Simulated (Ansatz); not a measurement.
**GaAs**

The computed numbers are results of PBEsol, scalar-relativistic (no spin polarisation) in the plane-wave PAW code Ansatz at 420 eV, 10×10×10 k-mesh, Gaussian smearing of 0.05 eV. The datasets are Ansatz's generated set soft_2.

```
Ga As
1.0
     0.00000    2.82953    2.82953
     2.82953    0.00000    2.82953
     2.82953    2.82953    0.00000
Ga As
1 1
Direct
  0.00000 0.00000 0.00000
  0.75000 0.75000 0.75000
```

The chain of runs began from a cell as deposited in COD, expanded in volume.

Path: Γ–X–U | K–Γ–L–W–X, with Γ = (0.000, 0.000, 0.000), X = (-0.500, -0.500, 0.000), U = (-0.375, -0.375, 0.250), K = (-0.375, 0.000, 0.375), L = (0.000, 0.000, 0.500), W = (-0.500, -0.250, 0.250) in reciprocal vectors of the calculation's cell.

Q: Is it a metal or an insulator, and if it has a gap, where are the band edges on this path?

A: An insulator with a gap of 0.42 eV on the path, the valence band topping at Γ and the conduction band bottoming at Γ; the smallest direct gap is 0.42 eV.

Bands as a text map, energy in eV from the Fermi level (dashes), each leg drawn with the same width:
```
  3.71 | *           *       **  *           *   *      
  3.43 |*                    ****                *      
  3.14 | * *        *                       *     *     
  2.86 |  * *                              *      *     
  2.57 |           *      *                        *    
  2.29 |  *              * *              *        *    
  2.00 |   * *    *         *                       *   
  1.71 |      *  *    ***    *                      **  
  1.43 |    *  ** ****            *      *           ***
  1.14 | *   *****               * *                  **
  0.86 |                            *** *               
  0.57 |                      * *      *                
  0.29 |*                      *                        
  0.00 |------------------------------------------------
 -0.29 |*                    *****                      
 -0.57 | *                  *   * *                     
 -0.86 |                   * **    *                    
 -1.14 |  *                         **                  
 -1.43 | *                *           ****              
 -1.71 |   *             *  *             *             
 -2.00 |                         *       *              
 -2.29 |    *           *    *             *            
 -2.57 |  *  *      ****   *                *           
 -2.86 |      ******                      *          ***
 -3.14 |         *                *          *     ***  
 -3.43 |          **      *                *  * ****    
 -3.71 |   *        *       *               * ****      
 -4.00 |             *** *                   *          
        Γ      X      UK       Γ       L       W       X
```

Formal charges Ga³⁺, As³⁻ balance and leave closed shells on every ion, so a band insulator is expected, and the gap is 0.42 eV.

**What was measured.** From “Evidence of valence band perturbations in GaAsN/GaAs(001): A combined variable-angle spectroscopic ellipsometry and modulated photoreflectance investigation”, 2008, arxiv:0805.2212, for a bulk crystal of GaAs at 300 K: band gap 1.412 ± 0.01 eV (direct).

**Against experiment.** A measured gap of GaAs is 1.412 eV (direct; 300 K; “Evidence of valence band perturbations in GaAsN/GaAs(001): A combined variable-angle spectroscopic ellipsometry and modulated photoreflectance investigation”, 2008, arxiv:0805.2212); the calculated 0.42 eV misses it by -0.99 eV. 3 values of this kind are on record (1.412 to 1.51 eV); this one was drawn at random among those near their median, those with a stated uncertainty first. Kohn–Sham gaps of semilocal functionals mostly fall below measured ones. Temperature and excitons aren't in the calculation.
